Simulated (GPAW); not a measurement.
Set up this calculation in GPAW 26.7.0, as an ASE script.

```yaml
Task: band structure
Functional: RPBE
Potentials_or_basis: the program's PAW data sets (release 1.2.1) made for this functional
Cutoff: 800 eV
Basis: pw
k_mesh: 13 × 13 × 13
Occupations: fermi-dirac, width 0.05 eV
Spin: no spin polarisation
Maxiter: 150
Band_path: GXWKGLUWLK,UX
Band_points: 100
```

The structure of C lies in C.xyz:

```xyz
2
Lattice="0.0000000000 1.7833700000 1.7833700000 1.7833700000 0.0000000000 1.7833700000 1.7833700000 1.7833700000 0.0000000000" Properties=species:S:1:pos:R:3 pbc="T T T"
C      2.6750550000      2.6750550000      2.6750550000
C      1.7833700000      1.7833700000      1.7833700000
```

This isn't the form of C at room conditions, which is graphite.

These files were run (other wordings do the same):

run.py

```python
from ase.dft.bandgap import bandgap
from ase.io import read, write
from ase.units import GPa
from gpaw import GPAW, PW

atoms = read('C.xyz')

calc = GPAW(mode=PW(800),
            xc='RPBE',
            kpts={'size': (13, 13, 13), 'gamma': True},
            occupations={'name': 'fermi-dirac', 'width': 0.05},
            nbands=11,
            convergence={'density': 1e-05, 'energy': 1e-05},
            maxiter=150,
            txt='gpaw.txt')
atoms.calc = calc
energy = atoms.get_potential_energy()
forces = atoms.get_forces()
stress = atoms.get_stress()
calc.write('gs.gpw')
write('result.traj', atoms)
print(f'Energy: {energy:.6f} eV')
print('Forces (eV/A):')
print(forces.round(4))
print('Stress (GPa):', (stress / GPa).round(3))
print('Fermi level:', round(calc.get_fermi_level(), 4), 'eV')
print(f'Gap: {bandgap(calc)[0]:.4f} eV, direct: {bandgap(calc, direct=True)[0]:.4f} eV')

path = atoms.cell.bandpath('GXWKGLUWLK,UX', npoints=100, eps=1e-4)
bs_calc = calc.fixed_density(kpts=path, symmetry='off', nbands=18,
                             convergence={'bands': 'CBM+6.0', 'eigenstates': 1e-6}, txt='bands.txt')
bs = bs_calc.band_structure()
bs.write('bs.json')
print(f'Gap on the path: {bandgap(bs_calc)[0]:.4f} eV')
```

Potentials or basis: the program's PAW data sets (release 1.2.1) made for this functional, pw.

Command:

```bash
$ OMP_NUM_THREADS=1 python run.py
```

Results of the run:

```json
{"Pressure": "7.6 GPa", "Band gap on the k mesh": "4.14 eV, indirect (least direct gap 5.60 eV)", "Band gap along the path": "4.13 eV, indirect (least direct gap 5.60 eV)"}
```

It took 26 s on 1 thread of Arm Neoverse V1 (shared host), peak memory 0.18 GiB.
